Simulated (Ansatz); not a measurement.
Runs of Ansatz 0.2.0 on Zn. Symmetry: P6_3/mmc, No. 194, hexagonal system. Conventional cell: a = 2.670 Å, b = 2.670 Å, c = 4.966 Å, α = 90.00°, β = 90.00°, γ = 120.00°. Zn (site symmetry -6m2) has 12 Zn at 2.67 to 2.92 Å as nearest neighbours. 

```tsv
level	cell	target pressure (GPa)	gap on the mesh (eV)	pressure (GPa)	relaxed volume (Å³/atom)
PBEsol	relaxed	0	none	0.0	14.03
PBEsol	relaxed to 10 GPa	10	none	10.0	-
PBEsol	relaxed to 2 GPa	2	none	2.0	-
PBEsol	relaxed to 20 GPa	20	none	20.0	-
PBEsol	relaxed	-	none	0.0	14.03
PBEsol+D3(BJ)-ATM	relaxed	-	none	0.0	(a)
PBEsol+D3(BJ)	relaxed	-	none	0.0	13.31
PBEsol	relaxed to 5 GPa	5	none	5.0	-
```

Alike in all rows: task relaxation of cell and atoms; potentials or basis Ansatz PAW; no spin polarisation; k mesh 11 × 11 × 6; cutoff (eV) 420; smearing fermi-dirac 0.05 eV.

**Question.** Estimate the missing entries.

**Answer.** (a) 13.46.

Caveats: the plane-wave basis is chosen anew once the cell has moved, so the energies of steps on either side of that aren't comparable; the PAW data sets come from PBE, with cores solved anew for the run's functional, which leaves a small shift of forces and pressure; the volume moved by over 15 % at a fixed basis, so the end points are rough (some runs); pairwise dispersion overbinds metals, which lowers pressure and volume (some runs).

A gap of «none» marks a metal or a gap under the smearing width.
